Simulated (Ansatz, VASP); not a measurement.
## Two plane-wave programs on AlN

```
CELL_PARAMETERS angstrom
3.05770 0.00000 0.00000
-1.52885 2.64805 0.00000
0.00000 0.00000 4.54810
ATOMIC_POSITIONS crystal
Al 0.33333 0.66667 0.99092
Al 0.66667 0.33333 0.49092
N 0.33333 0.66667 0.39408
N 0.66667 0.33333 0.89408
```

Alike in both runs: functional LDA; k mesh 9 × 9 × 6; occupations gaussian, width 0.05 eV; no spin polarisation.

Ansatz relaxed the structure, and its values are those at the end. VASP's run is a single point on that final structure, the one shown.

```csv
,VASP,Ansatz
version,VASP 6.6.1,Ansatz 0.2.0
potentials or method,"VASP PAW LDA potentials, release 64 (Al, N)","scalar-relativistic, plane waves, PAW"
plane-wave cutoff (eV),520,520
valence electrons in the cell,16,16
```

```tsv
	VASP	Ansatz	Ansatz less VASP
gap on the k mesh at the Fermi level (eV)	4.79	4.78	-0.009
least direct gap on the mesh (eV)	4.79	4.78	-0.009
pressure (GPa)	25.0	24.0	-1.03
rms of the force components (eV/Å)	0.007	0.001	-0.0065
```

Ansatz warned: «pseudo_functional_mismatch».

Caveats: so large a pressure means that the cell lies far from this level's equilibrium, or that cutoff or potentials fall short (VASP); an odd mesh through Γ misses points on the zone boundary, where band edges often lie.
